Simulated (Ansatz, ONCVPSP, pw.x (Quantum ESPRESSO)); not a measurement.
## Ge (Z = 32): does the ONCV potential hold in the solid?

```json
{
  "Element": "germanium",
  "Generator": "ONCVPSP 4.0.1.1 (patched build)",
  "Type": "optimised norm-conserving Vanderbilt (ONCV)",
  "Functional": "PBE",
  "Relativity": "scalar-relativistic",
  "Frozen core": "[Ar] 3d10",
  "Valence charge": "4",
  "Reference configuration": "4s2 4p2",
  "Partial waves": "4s: rc 1.70 bohr, ncon 3, nbas 6, qcut 3.1 1/bohr, local; 4p: rc 2.35 bohr, ncon 5, nbas 8, qcut 3 1/bohr, 2 projectors, debl 1.6 Ha; d scattering state at 0.06 Ha: rc 1.95 bohr, ncon 4, nbas 9, qcut 5.4 1/bohr, 2 projectors, debl 1.9 Ha",
  "Local potential": "the s channel",
  "Core correction": "Teter function, fcfact 2.25, rcfact 1.5"
}
```

Atomic tests: cutoffs needed: 25 Ha and 42 Ha (the cutoffs (Ha) at which the residual kinetic energy of the hardest occupied pseudo-wave falls to 1 and 0.1 mHa per electron) The cutoffs count occupied waves only; projector 2 of the d channel, the hardest unoccupied one, needs 102 Ha at the loose tolerance.; ghost test: no bound ghost flagged; GHOST(+) flagged for d at 39.9 eV; largest excitation error: -307 meV (all-electron minus pseudo) for 4s1 4p0, out of 4 test configurations.

Crystal test: fcc Ge in pw.x 7.5, no spin, 13³ k-points, Fermi–Dirac smearing 0.01 Ry, cutoffs 100/400 Ry. The reference is all-electron LAPW (Ansatz 0.2.0) with the same functional, mesh and smearing; V0 and B0 come from Birch–Murnaghan fits to the pressures at five volumes. Errors are pseudo minus all-electron; Δ is the rms difference of the E(V) curves that follow from these fits, minima aligned, over ±6 % about the mean V0. Mesh and smearing are coarse, so the numbers serve the comparison and aren't converged zero-temperature values; the lattice is a test structure that the element need not adopt.

```
V (Å³/atom)  P all-electron (GPa)  P pseudo (GPa)
     18.596                  3.50            2.40
     19.086                  1.64            0.60
     19.575                  0.01           -0.96
     20.064                 -1.41           -2.32
     20.554                 -2.66           -3.51
```

All-electron: a0 = 4.278 Å (V0 = 19.58 Å³/atom), B0 = 60.8 GPa.

Pseudopotential: mean pressure error (GPa): -0.97; a0 (Å): 4.255; a0 error (%): -0.53; B0 error (%): +3.0; Δ (meV/atom): 4.2. This is a poor potential for the solid. The generator flags a localised state at positive energy (d at 40 eV).

Question: At the middle volume, how do free energy and pressure move when the wave cutoff is lowered (ecutrho kept at four times it)?

Answer:

| cutoff (Ry) | shift of F (meV/atom) | shift of P (GPa) |
| --- | --- | --- |
| 45 | +90.1 | -1.07 |
| 60 | +19.1 | -0.74 |
| 80 | +4.4 | +0.06 |

The run at the middle volume (84 k-points, 7 iterations) took about 50 s on one core of a shared host (Neoverse-N1, 64 threads, 124 GiB, load 53).
